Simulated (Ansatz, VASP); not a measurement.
## One calculation of HfN, two programs

```xyz
2
Lattice="0.0000 2.3268 2.2590 2.3268 0.0000 2.2590 2.3268 2.3268 0.0000" Properties=species:S:1:pos:R:3 pbc="T T T"
Hf    0.0000    0.0000    0.0000
N     2.3268    2.3268    2.2590
```

Change from the starting cell: equal xx and yy strain of +3 %.

Alike in both runs: task single point; functional LDA; k mesh 10 × 10 × 10; occupations fermi-dirac, width 0.03 eV; no spin polarisation.

|  | VASP | Ansatz |
| --- | --- | --- |
| version | VASP 6.6.1 | Ansatz 0.2.0 |
| potentials or method | VASP PAW LDA potentials, release 64 (Hf_pv, N), cutoff 520 eV | all-electron LAPW, scalar-relativistic |

```csv
,VASP,Ansatz,Ansatz less VASP
pressure (GPa),-23.6,-22.3,+1.31
largest component of the traceless stress (GPa),6.43,6.51,+0.078
```

Ansatz ran all-electron here, so the differences hold the error of VASP's frozen core and of both bases.

Caveats: so large a pressure means that the cell lies far from this level's equilibrium, or that cutoff or potentials fall short (VASP). Spin-orbit coupling is left out, which matters for the levels of Hf.
